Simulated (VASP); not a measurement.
# NbH (I4/mmm) in VASP: single point with PBEsol

Aim: the single point of NbH with PBEsol.

Program: VASP 6.6.1. These are calculated values, not measurements. Logs are shortened: lines on timing, memory, paths and dates and some standing lists are left out, and cuts for length are marked.

**1. Starting point**

Symmetry: I4/mmm, No. 139, tetragonal system. Conventional cell: a = 3.214 Å, b = 3.214 Å, c = 3.969 Å, α = 90.00°, β = 90.00°, γ = 90.00°. Nb (site symmetry 4/mmm) has 6 H at 1.98 to 2.27 Å as nearest neighbours. H (site symmetry 4/mmm) is surrounded by 6 Nb at 1.98 to 2.27 Å.

The cell comes from a database or a generator and needn't be the stable form of this composition.

**2. Single point, PBEsol**

INCAR reads:

```
SYSTEM = NbH
PREC     = Accurate       ! precision mode
ENCUT    = 520            ! plane-wave cutoff, eV
EDIFF    = 1E-6           ! SCF threshold, eV
ISMEAR   = 0              ! smearing method
SIGMA    = 0.1            ! smearing width, eV
LREAL    = .FALSE.        ! projectors in reciprocal space
LASPH    = .TRUE.         ! aspherical terms in the spheres
NELM     = 60             ! most SCF steps
ALGO     = Normal         ! electronic algorithm
ISIF     = 2              ! what is computed and relaxed
LWAVE    = .FALSE.        ! write WAVECAR
LCHARG   = .TRUE.         ! write CHGCAR
GGA      = PS             ! functional
LELF     = .TRUE.         ! ELF
LVHAR    = .TRUE.       
NBANDS   = 14             ! bands
```

KPOINTS reads:

```
Automatic mesh
0
G
  8 8 8
  0 0 0
```

POSCAR reads:

```
NbH
1.0
   -1.6069640000      1.6069640000      1.9843010000
    1.6069640000     -1.6069640000      1.9843010000
    1.6069640000      1.6069640000     -1.9843010000
Nb H
1 1
Direct
    0.0000000000      0.0000000000      0.0000000000
    0.5000000000      0.5000000000      0.0000000000
```

Potentials or basis: VASP PAW PBE potentials, release 64 (Nb_sv, H).

Command:

```sh
> cat potpaw_PBE.64/Nb_sv/POTCAR potpaw_PBE.64/H/POTCAR > POTCAR
> mpirun -np 1 vasp_std > vasp.out
```

OUTCAR:

```text
SYSTEM = NbH
   PREC = Accurate
   ENCUT = 520
   EDIFF = 1E-6
   ISMEAR = 0
   LREAL = .FALSE.
   LASPH = .TRUE.
   NELM = 60
   ISIF = 2
   GGA = PS

 ion  position               nearest neighbor table
   1  0.000  0.000  0.000-
   2  0.500  0.500  0.000-

  LATTYP: Found a body centered tetragonal cell.
 ALAT       =     3.2139280000
 C/A-ratio  =     1.2348135988

  Lattice vectors:

 A1 = (  -1.6069640000,   1.6069640000,   1.9843010000)
 A2 = (   1.6069640000,  -1.6069640000,   1.9843010000)
 A3 = (   1.6069640000,   1.6069640000,  -1.9843010000)

Analysis of symmetry for initial positions (statically):
=====================================================================
 Subroutine PRICEL returns:
 Original cell was already a primitive cell.

 Routine SETGRP: Setting up the symmetry group for a
 body centered tetragonal supercell.

 Subroutine GETGRP returns: Found 16 space group operations
 (whereof 16 operations were pure point group operations)
 out of a pool of 16 trial point group operations.

The static configuration has the point symmetry D_4h.

Analysis of symmetry for dynamics (positions and initial velocities):
=====================================================================
 Subroutine PRICEL returns:
 Original cell was already a primitive cell.

 Routine SETGRP: Setting up the symmetry group for a
 body centered tetragonal supercell.

 Subroutine GETGRP returns: Found 16 space group operations
 (whereof 16 operations were pure point group operations)
 out of a pool of 16 trial point group operations.

The dynamic configuration has the point symmetry D_4h.

 Subroutine INISYM returns: Found 16 space group operations
 (whereof 16 operations are pure point group operations),
 and found     1 'primitive' translations

----------------------------------------------------------------------------------------

                                     Primitive cell

  volume of cell :      20.4965

  direct lattice vectors                    reciprocal lattice vectors
    -1.606964000  1.606964000  1.984301000     0.000000000  0.311145738  0.251977901
     1.606964000 -1.606964000  1.984301000     0.311145738  0.000000000  0.251977901
     1.606964000  1.606964000 -1.984301000     0.311145738  0.311145738  0.000000000

  length of vectors
     3.016971504  3.016971504  3.016971504     0.400380485  0.400380485  0.440026523

  position of ions in fractional coordinates (direct lattice)
     0.000000000  0.000000000  0.000000000
     0.500000000  0.500000000  0.000000000

[... 83 lines left out ...]
   ISYM   =      2    0-nonsym 1-usesym 2-fastsym
   POTIM  = 0.5000    time-step for ionic-motion
   TEBEG  =    0.0;   TEEND  =   0.0 temperature during run
   PSTRESS=    0.0 pullay stress
   NELECT =      14.0000    total number of electrons
   NUPDOWN=      -1.0000    fix difference up-down
   EMIN   =  10.00;   EMAX   =-10.00  energy-range for DOS
   EFERMI =   0.00;   METHOD = LEGACY
   ISMEAR =     0;   SIGMA  =   0.10  broadening in eV -4-tet -1-fermi 0-gaus
   EFERMI_NEDOS =   21; number of points for ismear=-14 and -15
   IALGO  =     38    algorithm
   IMIX   =      4    mixing-type and parameters
     AMIX     =   0.40;   BMIX     =  1.00
     AMIX_MAG =   1.60;   BMIX_MAG =  1.00
  volume/ion in A,a.u.               =      10.25        69.16
  Fermi-wavevector in a.u.,A,eV,Ry     =   1.441753  2.724518 28.281778  2.078652
  Thomas-Fermi vector in A             =   2.560350
   LORBIT       =      0    0 simple, 1 ext, 2 COOP (PROOUT), +10 PAW based schemes
   GGA     = PS    functional components
   LHFCALC =     F    Hartree Fock is set to
   AEXX    =    0.0000 exact exchange contribution
   IVDW    =     0    specifies the selected vdW correction
   LEPSILON=     F    determine dielectric tensor
   LRPA    =     F    only Hartree local field effects (RPA)
 non-spin polarized calculation
 Gauss-broadening in eV      SIGMA  =   0.10
  energy-cutoff  :      520.00
  volume of cell :       20.50
 maximum number of plane-waves:       561
 NGX is ok and might be reduce to    24
   NGX = 11   NGY = 11   NGZ = 11

 number of electron      13.9999999 magnetization

 Free energy of the ion-electron system (eV)
  ---------------------------------------------------
  ext. energy  EPLUGINS =         0.00000000
  ---------------------------------------------------
  free energy    TOTEN  =       -14.61870011 eV

  energy without entropy =      -14.61482401  energy(sigma->0) =      -14.61676206

 E-fermi :  10.8956     XC(G=0): -12.5218

 val. band max:       10.8632974850   @ k =  -0.3750   0.3750   0.0000
 cond. band min:      10.9601306255   @ k =  -0.2500   0.2500   0.2500
 fundamental gap:      0.0968331406
 Fermi energy:        10.8955807952

 k-point     1 :       0.0000    0.0000    0.0000
  band No.  band energies     occupation
      1     -44.1437      2.00000
      2     -19.7424      2.00000
      3     -19.7183      2.00000
      4     -19.7183      2.00000
      5       1.3017      2.00000
      6      10.2052      2.00000
      7      10.2052      2.00000
      8      11.5495      0.00000
      9      11.8112      0.00000
     10      12.7253      0.00000
     11      20.8372      0.00000
     12      22.2793      0.00000
     13      23.2467      0.00000
     14      23.2467      0.00000
[... 377 lines left out ...]
      1     -43.9836      2.00000
      2     -20.5737      2.00000
      3     -20.0925      2.00000
      4     -19.8942      2.00000
      5       5.1702      2.00000
      6       7.6731      2.00000
      7       9.3474      2.00000
      8      11.4706      0.00000
      9      14.0680      0.00000
     10      15.4124      0.00000
     11      18.5533      0.00000
     12      19.8131      0.00000
     13      23.5304      0.00000
     14      27.3798      0.00000

 [... further k-points ...]
[... 5 lines left out ...]
  --------------------------------------------------------------------------------------
  -------------------------------------------------------------------------------------
  Total       -1.1609547     -1.1609547     -0.7012438      0.0000000     -0.0000000     -0.0000000
  in kB      -90.7498707    -90.7498707    -54.8150447      0.0000000     -0.0000000     -0.0000000
  external PRESSURE =     -78.7715954 kB  Pullay stress =       0.0000000 kB

 VOLUME and BASIS-vectors are now :
 -----------------------------------------------------------------------------
  energy-cutoff  :      520.00
  volume of cell :       20.50
      direct lattice vectors                 reciprocal lattice vectors
    -1.606964000  1.606964000  1.984301000     0.000000000  0.311145738  0.251977901
     1.606964000 -1.606964000  1.984301000     0.311145738  0.000000000  0.251977901
     1.606964000  1.606964000 -1.984301000     0.311145738  0.311145738  0.000000000

 POSITION                                       TOTAL-FORCE (eV/Angst)
 -----------------------------------------------------------------------------------
      0.00000      0.00000      0.00000         0.000000      0.000000      0.000000
      0.00000      0.00000      1.98430        -0.000000     -0.000000     -0.000000
 -----------------------------------------------------------------------------------
    total drift:                               -0.000000      0.000000     -0.000000

  FREE ENERGIE OF THE ION-ELECTRON SYSTEM (eV)
  ---------------------------------------------------
  free  energy   TOTEN  =       -14.6187001067 eV

  energy  without entropy=      -14.6148240145  energy(sigma->0) =      -14.61676206
```

Run time: 15 s. Hardware: 1 thread of Intel Xeon Platinum 8259CL at 2.50GHz (Skylake/Cascade Lake), shared host; peak memory 0.15 GiB.

What came out:

| Item | Value |
| --- | --- |
| Free energy | -14.6187 eV |
| Pressure | -7.9 GPa |
| Band gap on the k mesh | none (metal or under the smearing width) |

Levels at points of the mesh, in eV from the Fermi level:
```tsv
k point	band 5	band 6	band 7	band 8	band 9	band 10
(0.00, 0.00, 0.00)	-9.59	-0.69	-0.69	0.65	0.92	1.83
(0.50, 0.00, 0.00)	-4.83	-4.37	-1.59	-0.08	3.18	4.22
(0.50, 0.50, 0.00)	-8.07	-3.24	1.27	3.08	3.66	4.80
(0.50, 0.50, 0.50)	-8.10	-3.64	3.66	3.67	4.32	4.32
```

Caveat: the PAW data sets were made with another functional, which shifts forces and pressure a little.
